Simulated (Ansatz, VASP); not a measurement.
## One calculation of CdS, two programs

```
Cd S
1.0
     0.00000    2.92646    2.92646
     2.92646    0.00000    2.92646
     2.92646    2.92646    0.00000
Cd S
1 1
Direct
  0.00000 0.00000 0.00000
  0.25000 0.25000 0.25000
```

Alike in both runs: functional PBE; dispersion D3(BJ); k mesh 8 × 8 × 8; occupations gaussian, width 0.02 eV; no spin polarisation.

Ansatz relaxed the structure, and its values are those at the end. VASP's run is a single point on that final structure, the one shown.

|  | VASP | Ansatz |
| --- | --- | --- |
| version | VASP 6.6.1 | Ansatz 0.2.0 |
| potentials or method | VASP PAW PBE potentials, release 64 (Cd, S) | scalar-relativistic, plane waves, PAW |
| plane-wave cutoff (eV) | 520 | 420 |
| valence electrons in the cell | 18 | 26 |

|  | VASP | Ansatz | Ansatz less VASP |
| --- | --- | --- | --- |
| gap on the k mesh at the Fermi level (eV) | 1.13 | 1.12 | -0.004 |
| least direct gap on the mesh (eV) | 1.13 | 1.12 | -0.004 |
| pressure (GPa) | 0.3 | 0.0 | -0.35 |

The two sets of potentials don't hold the same shells in valence.
